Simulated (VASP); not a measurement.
A VASP 6.6.1 single-point calculation on PbSe

INCAR

```
ENCUT = 520
PREC = High
ISIF = 2
NSW = 0
GGA = PE
EDIFF = 1E-7
NELM = 66
ALGO = Conjugate
SIGMA = 0.02
LASPH = .TRUE.
NBANDS = 22
IBRION = -1
LCHARG = .FALSE.
LREAL = .FALSE.
LWAVE = .FALSE.
ISMEAR = -1
```

KPOINTS

```
KPOINTS created by Atomic Simulation Environment
0
Gamma
8 8 8
0 0 0
```

POSCAR

```
Pb Se
 1.0000000000000000
    -0.0844822253000000    3.0659940396000001    3.0659940396000001
     3.0659940396000001   -0.0844822253000000    3.0659940396000001
     3.0659940396000001    3.0659940396000001   -0.0844822253000000
 Pb  Se
   1   1
Cartesian
  0.0000000000000000  0.0000000000000000  0.0000000000000000
  3.0237529269500008  3.0237529269500008  3.0237529269499999
```

The recommended PBE PAW datasets give the neutral cell 20 valence electrons.

Command

```
mpirun -np 1 vasp_std
```

Question: How does this run end, and what does it give?

Answer: It converged. Results: gap between bands v and c on the k mesh 0.20 eV; least direct gap on the k mesh 0.42 eV; pressure 0.0 GPa. Band v is the last that the valence electrons fill when counted band by band, and c is the next.

OSZICAR

```
N       E                     dE             d eps       ncg     rms           ort
DAV:   1     0.170394588272E+03    0.17039E+03   -0.98056E+03  1430   0.109E+03
DAV:   2     0.544743936492E+01   -0.16495E+03   -0.15499E+03  1430   0.275E+02
DAV:   3    -0.812457911734E+01   -0.13572E+02   -0.13440E+02  1430   0.803E+01
DAV:   4    -0.850284397090E+01   -0.37826E+00   -0.37793E+00  1430   0.137E+01
DAV:   5    -0.851524718927E+01   -0.12403E-01   -0.12402E-01  1430   0.258E+00
SDA:   6    -0.764877423386E+01    0.86647E+00   -0.12402E-01  1430   0.174E+01   0.000E+00
CGA:   7    -0.810787938620E+01   -0.45911E+00   -0.46276E+00  1430   0.434E+00  -0.406E-01
CGA:   8    -0.817406865003E+01   -0.66189E-01   -0.66148E-01  1430   0.425E-01   0.451E-03
CGA:   9    -0.818916720940E+01   -0.15099E-01   -0.15083E-01  1430   0.939E-02   0.992E-04
CGA:  10    -0.819116669899E+01   -0.19995E-02   -0.19992E-02  1430   0.206E-02  -0.642E-04
CGA:  11    -0.819161352463E+01   -0.44683E-03   -0.44678E-03  1430   0.294E-03   0.278E-04
CGA:  12    -0.819170829073E+01   -0.94766E-04   -0.94127E-04  1430   0.628E-04   0.641E-05
CGA:  13    -0.819172283737E+01   -0.14547E-04   -0.14549E-04  1430   0.179E-04  -0.698E-05
CGA:  14    -0.819172947687E+01   -0.66395E-05   -0.64232E-05  1430   0.349E-05   0.122E-05
CGA:  15    -0.819173063680E+01   -0.11599E-05   -0.11186E-05  1430   0.156E-05   0.750E-06
CGA:  16    -0.819173166228E+01   -0.10255E-05   -0.10281E-05  1430   0.799E-06  -0.387E-06
CGA:  17    -0.819173179911E+01   -0.13683E-06   -0.14088E-06  1430   0.235E-06   0.104E-06
SDA:  18    -0.819173183318E+01   -0.34066E-07   -0.44241E-07  1430   0.101E-06   0.104E-06
   1 F= -.81917318E+01 E0= -.81917268E+01  d E =-.100974E-04
```

For comparison, a separate PBE run of the intended cell, on usual settings and not on those above, gives a gap of 0.20 eV on its mesh and a pressure of 0.0 GPa.
